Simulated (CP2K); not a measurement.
# Pb (Im-3m) in CP2K: notebook, part 2 of 2

CP2K 2026.2. Earlier steps stand in the parts before.

### 8 Single point, r2SCAN, 32.90 Å³/atom (volume scaled by 1.06)

File pb_eos.inp:

```
&GLOBAL
  PROJECT pb_eos
  RUN_TYPE ENERGY_FORCE
  PRINT_LEVEL LOW
&END GLOBAL
&FORCE_EVAL
  METHOD QS
  STRESS_TENSOR ANALYTICAL
  &DFT
    BASIS_SET_FILE_NAME BASIS_MOLOPT_UZH
    POTENTIAL_FILE_NAME POTENTIAL_UZH
    WFN_RESTART_FILE_NAME previous-RESTART.kp
    &MGRID
      CUTOFF 675
      REL_CUTOFF 60
      NGRIDS 5
    &END MGRID
    &QS
      METHOD GPW
      EPS_DEFAULT 1.0E-10
    &END QS
    &KPOINTS
      SCHEME MONKHORST-PACK 9 9 9
      GAMMA_CENTERED T
      SYMMETRY T
      SYMMETRY_BACKEND SPGLIB
    &END KPOINTS
    &SCF
      SCF_GUESS RESTART
      EPS_SCF 1.0E-6
      MAX_SCF 100
      ADDED_MOS 8
      CHOLESKY OFF
      EPS_EIGVAL 1.0E-7
      &DIAGONALIZATION ON
        ALGORITHM STANDARD
      &END DIAGONALIZATION
      &MIXING ON
        METHOD BROYDEN_MIXING
        ALPHA 0.4
        BETA 1.5
        NBUFFER 8
      &END MIXING
      &SMEAR ON
        METHOD FERMI_DIRAC
        ELECTRONIC_TEMPERATURE [K] 1160.452
      &END SMEAR
    &END SCF
    &XC
      &XC_FUNCTIONAL
        &MGGA_X_R2SCAN
        &END MGGA_X_R2SCAN
        &MGGA_C_R2SCAN
        &END MGGA_C_R2SCAN
      &END XC_FUNCTIONAL
    &END XC
    &PRINT
      &KPOINTS ON
      &END KPOINTS
      &MULLIKEN ON
      &END MULLIKEN
      &MO ON
        ENERGIES T
        OCCUPATION_NUMBERS T
        &EACH
          QS_SCF 0
        &END EACH
        ADD_LAST NUMERIC
      &END MO
    &END PRINT
  &END DFT
  &SUBSYS
    &CELL
      A 3.4961207883 0.0000000000 0.0000000000
      B -1.1653735961 3.2961742896 0.0000000000
      C -1.1653735961 -1.6480871448 2.8545706701
      PERIODIC XYZ
    &END CELL
    &COORD
      Pb  0.0000000000 0.0000000000 0.0000000000
    &END COORD
    &KIND Pb
      BASIS_SET TZVP-MOLOPT-SCAN-GTH-q4
      POTENTIAL GTH-SCAN-q4
    &END KIND
    &PRINT
      &ATOMIC_COORDINATES ON
      &END ATOMIC_COORDINATES
      &CELL ON
      &END CELL
    &END PRINT
  &END SUBSYS
  &PRINT
    &FORCES ON
    &END FORCES
    &STRESS_TENSOR ON
    &END STRESS_TENSOR
  &END PRINT
&END FORCE_EVAL
```

On the command line:

```console
OMP_NUM_THREADS=1 cp2k.psmp -i pb_eos.inp -o pb_eos.out
```

Run time: 17 s. Hardware: 1 thread of Arm Neoverse V2, shared host; peak memory 0.29 GiB.

It converged, with:

```
Free energy            : -98.1873 eV
Pressure               : -3.5 GPa
Band gap on the k mesh : none (metal or under the smearing width)
```

Caveat: the basis of atomic orbitals isn't converged, which shifts pressures, moduli and gaps.

### 9 Equation of state, r2SCAN

Potentials or basis: POTENTIAL_UZH Pb GTH-SCAN-q4; TZVP-MOLOPT-SCAN-GTH basis.

This step only gathers the single runs of the series.

Results:

```yaml
Equilibrium_volume: 29.84 Å³/atom
Bulk_modulus: 45 GPa
Pressure_derivative_of_the_bulk_modulus: 5.1
```

Energy against volume, from the lowest point:
```
volume (Å³/atom)  energy (meV/atom)
          29.172               2.22
          29.792               0.00
          30.413               1.48
          31.034               6.22
          31.654              13.85
          32.275              24.00
          32.896              36.38
```

Caveat: the basis of atomic orbitals isn't converged, which shifts pressures, moduli and gaps. Spin-orbit coupling is left out, which matters for the levels of Pb.

### 10 Band structure, r2SCAN

File pb_bands.inp:

```
&GLOBAL
  PROJECT pb_bands
  RUN_TYPE ENERGY_FORCE
  PRINT_LEVEL LOW
&END GLOBAL
&FORCE_EVAL
  METHOD QS
  STRESS_TENSOR ANALYTICAL
  &DFT
    BASIS_SET_FILE_NAME BASIS_MOLOPT_UZH
    POTENTIAL_FILE_NAME POTENTIAL_UZH
    &MGRID
      CUTOFF 675
      REL_CUTOFF 60
      NGRIDS 5
    &END MGRID
    &QS
      METHOD GPW
      EPS_DEFAULT 1.0E-10
    &END QS
    &KPOINTS
      SCHEME MONKHORST-PACK 9 9 9
      GAMMA_CENTERED T
      SYMMETRY T
      SYMMETRY_BACKEND SPGLIB
    &END KPOINTS
    &SCF
      SCF_GUESS ATOMIC
      EPS_SCF 1.0E-6
      MAX_SCF 100
      ADDED_MOS 8
      CHOLESKY OFF
      EPS_EIGVAL 1.0E-7
      &DIAGONALIZATION ON
        ALGORITHM STANDARD
      &END DIAGONALIZATION
      &MIXING ON
        METHOD BROYDEN_MIXING
        ALPHA 0.4
        BETA 1.5
        NBUFFER 8
      &END MIXING
      &SMEAR ON
        METHOD FERMI_DIRAC
        ELECTRONIC_TEMPERATURE [K] 580.226
      &END SMEAR
    &END SCF
    &XC
      &XC_FUNCTIONAL
        &MGGA_X_R2SCAN
        &END MGGA_X_R2SCAN
        &MGGA_C_R2SCAN
        &END MGGA_C_R2SCAN
      &END XC_FUNCTIONAL
    &END XC
    &PRINT
      &KPOINTS ON
      &END KPOINTS
      &MULLIKEN ON
      &END MULLIKEN
      &MO ON
        ENERGIES T
        OCCUPATION_NUMBERS T
        &EACH
          QS_SCF 0
        &END EACH
        ADD_LAST NUMERIC
      &END MO
      &LOWDIN ON
      &END LOWDIN
      &HIRSHFELD ON
        SHAPE_FUNCTION DENSITY
      &END HIRSHFELD
      &BAND_STRUCTURE
        FILE_NAME bands.bs
        ADDED_MOS 6
        &KPOINT_SET
          UNITS B_VECTOR
          NPOINTS 6
          SPECIAL_POINT GAMMA 0.00000000 0.00000000 0.00000000
          SPECIAL_POINT H 0.50000000 -0.50000000 0.50000000
          SPECIAL_POINT N 0.00000000 0.00000000 0.50000000
          SPECIAL_POINT GAMMA 0.00000000 0.00000000 0.00000000
          SPECIAL_POINT P 0.25000000 0.25000000 0.25000000
          SPECIAL_POINT H 0.50000000 -0.50000000 0.50000000
        &END KPOINT_SET
        &KPOINT_SET
          UNITS B_VECTOR
          NPOINTS 6
          SPECIAL_POINT P 0.25000000 0.25000000 0.25000000
          SPECIAL_POINT N 0.00000000 0.00000000 0.50000000
        &END KPOINT_SET
      &END BAND_STRUCTURE
    &END PRINT
  &END DFT
  &SUBSYS
    &CELL
      ABC 3.4288709512 3.4288709512 3.4288709512
      ALPHA_BETA_GAMMA 109.4712206349 109.4712206340 109.4712206340
      PERIODIC XYZ
    &END CELL
    &COORD
      SCALED
      Pb  0.0000000000 0.0000000000 0.0000000000
    &END COORD
    &KIND Pb
      BASIS_SET TZVP-MOLOPT-SCAN-GTH-q4
      POTENTIAL GTH-SCAN-q4
    &END KIND
    &PRINT
      &ATOMIC_COORDINATES ON
      &END ATOMIC_COORDINATES
      &CELL ON
      &END CELL
    &END PRINT
  &END SUBSYS
  &PRINT
    &FORCES ON
    &END FORCES
    &STRESS_TENSOR ON
    &END STRESS_TENSOR
  &END PRINT
&END FORCE_EVAL
```

Potentials or basis: POTENTIAL_UZH Pb GTH-SCAN-q4; TZVP-MOLOPT-SCAN-GTH basis.

On the command line:

```console
OMP_NUM_THREADS=1 cp2k.psmp -i pb_bands.inp -o pb_bands.out
```

pb_bands.out:

```text

 CP2K| version string:                                       CP2K version 2026.2
 CP2K| Input file name                                              pb_bands.inp

 GLOBAL| Force Environment number                                              1
 GLOBAL| Basis set file name                                    BASIS_MOLOPT_UZH
 GLOBAL| Potential file name                                       POTENTIAL_UZH
 GLOBAL| MM Potential file name                                     MM_POTENTIAL
 GLOBAL| Coordinate file name                                      __STD_INPUT__
 GLOBAL| Method name                                                        CP2K
 GLOBAL| Project name                                                   pb_bands
 GLOBAL| Run type                                                   ENERGY_FORCE
 GLOBAL| FFT library                                                       FFTW3
[... 8 lines left out ...]
 GLOBAL| CPU model name                                                  UNKNOWN

 CELL| Volume [angstrom^3]:                                            31.033555
 CELL| Vector a [angstrom]:       3.429     0.000     0.000   |a| =     3.428871
 CELL| Vector b [angstrom]:      -1.143     3.233     0.000   |b| =     3.428871
 CELL| Vector c [angstrom]:      -1.143    -1.616     2.800   |c| =     3.428871
 CELL| Angle (b,c), alpha [degree]:                                   109.471221
 CELL| Angle (a,c), beta  [degree]:                                   109.471221
 CELL| Angle (a,b), gamma [degree]:                                   109.471221
 CELL| Numerically orthorhombic:                                              NO
 CELL| Periodicity                                                           XYZ

 CELL_REF| Volume [angstrom^3]:                                        31.033555
 CELL_REF| Vector a [angstrom     3.429     0.000     0.000   |a| =     3.428871
 CELL_REF| Vector b [angstrom    -1.143     3.233     0.000   |b| =     3.428871
 CELL_REF| Vector c [angstrom    -1.143    -1.616     2.800   |c| =     3.428871
 CELL_REF| Angle (b,c), alpha [degree]:                               109.471221
 CELL_REF| Angle (a,c), beta  [degree]:                               109.471221
 CELL_REF| Angle (a,b), gamma [degree]:                               109.471221
 CELL_REF| Numerically orthorhombic:                                          NO
 CELL_REF| Periodicity                                                       XYZ
[... 9 lines left out ...]
 TOTAL NUMBERS AND MAXIMUM NUMBERS

  Total number of            - Atomic kinds:                                   1
                             - Atoms:                                          1
                             - Shell sets:                                     1
                             - Shells:                                         7
                             - Primitive Cartesian functions:                  4
                             - Cartesian basis functions:                     18
                             - Spherical basis functions:                     17

  Maximum angular momentum of- Orbital basis functions:                        2
                             - Local part of the GTH pseudopotential:          0
                             - Non-local part of the GTH pseudopotential:      4

 MODULE QUICKSTEP: ATOMIC COORDINATES IN ANGSTROM

   Atom Kind Element         X             Y             Z       Z(eff)     Mass
      1    1 Pb   82      0.000000      0.000000      0.000000   4.0000 207.2000

 SCF PARAMETERS         Density guess:                                    ATOMIC
                        --------------------------------------------------------
                        max_scf:                                             100
[... 7 lines left out ...]
                        --------------------------------------------------------
                        level_shift [a.u.]:                             0.000000
                        added MOs                                         8    0
[... 97 lines left out ...]
  Hartree energy:                                               3.13030358119878
  Exchange-correlation energy:                                 -0.98944197457537
  Electronic entropic energy:                                  -0.00015365734072
  Fermi energy:                                                 0.14709744256470

  Total energy:                                                -3.60912832768003
  Total energy (extrapolated to T->0):                         -3.60905149900967

 MO| EIGENVALUES AND OCCUPATION NUMBERS FOR K POINT 1
 MO|
 MO|  Index      Eigenvalue [a.u.]        Eigenvalue [eV]             Occupation
 MO|      1              -0.075732              -2.060764               2.000000
 MO|      2               0.106472               2.897239               2.000000
 MO|      3               0.106472               2.897240               2.000000
 MO|      4               0.192293               5.232555               0.000000
 MO|      5               0.396676              10.794109               0.000000
 MO|      6               0.396676              10.794112               0.000000
 MO|      7               0.838531              22.817594               0.000000
 MO|      8               1.003256              27.299996               0.000000
 MO|      9               1.003257              27.300013               0.000000
 MO|     10               1.190832              32.404181               0.000000
 MO| Sum:                                                               6.000000
 MO| E(Fermi):            0.147097 a.u.          4.002725 eV
[... 204 lines left out ...]
 MO|  Index      Eigenvalue [a.u.]        Eigenvalue [eV]             Occupation
 MO|      1              -0.168755              -4.592050               2.000000
 MO|      2               0.067225               1.829296               2.000000
 MO|      3               0.185992               5.061107               0.000000
 MO|      4               0.330487               8.993013               0.000000
 MO|      5               0.521402              14.188084               0.000000
 MO|      6               0.572330              15.573886               0.000000
 MO|      7               0.726172              19.760132               0.000000
 MO|      8               0.791444              21.536297               0.000000
 MO|      9               0.991323              26.975261               0.000000
 MO|     10               1.149089              31.268288               0.000000
 MO| Sum:                                                               4.000000
 MO| E(Fermi):            0.147097 a.u.          4.002725 eV
 MO| Band gap:            0.118767 a.u.          3.231811 eV

 [... the levels of further k-points ...]

 !-----------------------------------------------------------------------------!
                     Mulliken Population Analysis

 #  Atom  Element  Kind  Atomic population                           Net charge
       1     Pb       1          4.000000                              0.000000
 # Total charge                              4.000000                  0.000000

 !-----------------------------------------------------------------------------!

 !-----------------------------------------------------------------------------!
                           Hirshfeld Charges

  #Atom  Element  Kind  Ref Charge     Population                    Net charge
      1       Pb     1       4.000          4.000                        -0.000

  Total Charge                                                           -0.000
 !-----------------------------------------------------------------------------!

 LOWDIN POPULATION ANALYSIS

 #  Atom  Element  Kind  Atomic population                           Net charge
       1     Pb       1          4.000000                             -0.000000
 # Total charge                              4.000000                 -0.000000

 KPOINTS| Band Structure Calculation
 KPOINTS| Number of k-point sets                                               2
 KPOINTS| Number of added MOs/bands                                            6
 KPOINTS| Number of k-points in set    1                                      31
 KPOINTS| In units of b-vector [2pi/Bohr]
 KPOINTS| Special point     1       GAMMA     0.000000     0.000000     0.000000
 KPOINTS| Special point     2           H     0.500000    -0.500000     0.500000
 KPOINTS| Special point     3           N     0.000000     0.000000     0.500000
 KPOINTS| Special point     4       GAMMA     0.000000     0.000000     0.000000
 KPOINTS| Special point     5           P     0.250000     0.250000     0.250000
 KPOINTS| Special point     6           H     0.500000    -0.500000     0.500000
 KPOINTS| Number of k-points in set    2                                       7
 KPOINTS| In units of b-vector [2pi/Bohr]
 KPOINTS| Special point     1           P     0.250000     0.250000     0.250000
 KPOINTS| Special point     2           N     0.000000     0.000000     0.500000

 ENERGY| Total FORCE_EVAL ( QS ) energy [hartree]             -3.609127798722673

 FORCES| Atomic forces [hartree/bohr]
 FORCES|   Atom     x               y               z               |f|
 FORCES|      1  1.72176248E-16  3.81976930E-16 -3.55607762E-16   5.49552469E-16
 FORCES| Sum     1.72176248E-16  3.81976930E-16 -3.55607762E-16
 FORCES| Total atomic force                                       5.49552469E-16

 STRESS| Analytical stress tensor [bar]
 STRESS|                        x                   y                   z
 STRESS|      x       -1.76400709480E+04  -3.24757129280E-02  -4.76666367686E-03
 STRESS|      y       -3.24757129280E-02  -1.76402690831E+04  -2.47071684439E-03
 STRESS|      z       -4.76666367686E-03  -2.47071684439E-03  -1.76402660401E+04
 STRESS| 1/3 Trace                                            -1.76402020237E+04
 STRESS| Determinant                                          -5.48922033684E+12

 STRESS| Eigenvectors and eigenvalues of the analytical stress tensor [bar]
 STRESS|                        1                   2                   3
 STRESS| Eigenvalues  -1.76402753723E+04  -1.76402650311E+04  -1.76400656677E+04
 STRESS|      x           0.155723372035     -0.031270645442      0.987305615367
 STRESS|      y           0.932325864276     -0.325584273325     -0.157363794325
 STRESS|      z           0.326372048747      0.944995781841     -0.021546649386
```

Wall time 17 s (1 thread of Arm Neoverse V2, shared host); peak memory 0.26 GiB.

What came out:

```yaml
Free_energy: -98.2094 eV
Pressure: -1.8 GPa
Band_gap_on_the_k_mesh: none (metal or under the smearing width)
```

Levels at the corners of the path, in eV from the Fermi level:
```tsv
point	band 1	band 2	band 3	band 4	band 5	band 6	band 7
Γ	-12.20	7.74	7.74	7.74	13.19	14.85	14.85
H	-5.28	-0.49	-0.49	-0.49	5.34	5.34	23.89
N	-8.25	-4.30	3.57	5.92	8.60	10.05	19.01
Γ	-12.20	7.74	7.74	7.74	13.19	14.85	14.85
P	-7.42	-1.16	-1.16	-1.16	18.59	18.59	18.59
H	-5.28	-0.49	-0.49	-0.49	5.34	5.34	23.89
P	-7.42	-1.16	-1.16	-1.16	18.59	18.59	18.59
N	-8.25	-4.30	3.57	5.92	8.60	10.05	19.01
```

Caveat: spin-orbit coupling is left out, which moves the levels of the heavy elements; the basis of atomic orbitals isn't converged, which shifts pressures, moduli and gaps.
